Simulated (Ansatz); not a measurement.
Crystal: MnO.

```
Mn O
1.0
     0.00000    2.22391    2.22391
     2.22391    0.00000    2.22391
     2.22391    2.22391    0.00000
Mn O
1 1
Direct
  0.00000 0.00000 0.00000
  0.50000 0.50000 0.50000
```

The cell is a database's computed one.

Base run:

* Program: Ansatz 0.2.0
* Functional: PBE
* Potentials or basis: Ansatz PAW
* Cutoff: 420 eV (not typed: the program's choice for these potentials)
* k mesh: 9 × 9 × 9
* Occupations: fermi-dirac, width 0.05 eV
* Spin: collinear spin, ferromagnetic start
* Starting moments: [4.0, 0.0] μB
* Fixed moment: 4 μB

Its results: pressure -12.8 GPa; site moments Mn +3.53; O +0.09 μB.

**Question.** After a change of settings the same cell gave: pressure -23.4 GPa; site moments Mn +2.76; O -0.02 μB. Which change was it?
A. fixed moment from 4 μB to 2 μB; moments at the start from [4.0, 0.0] to [2.0, 0.0]
B. fixed moment from 4 μB to 8 μB; moments at the start from [4.0, 0.0] to [8.0, 0.0]
C. fixed moment from 4 μB to 6 μB; moments at the start from [4.0, 0.0] to [6.0, 0.0]
D. fixed moment from 4 μB to 3 μB; moments at the start from [4.0, 0.0] to [3.0, 0.0]

**Answer.** D.

Caveats: the total moment is fixed, so each spin has its own Fermi level; a cell with one magnetic atom can't hold antiferromagnetic order, which such compounds often take; the thresholds are loose for stress.
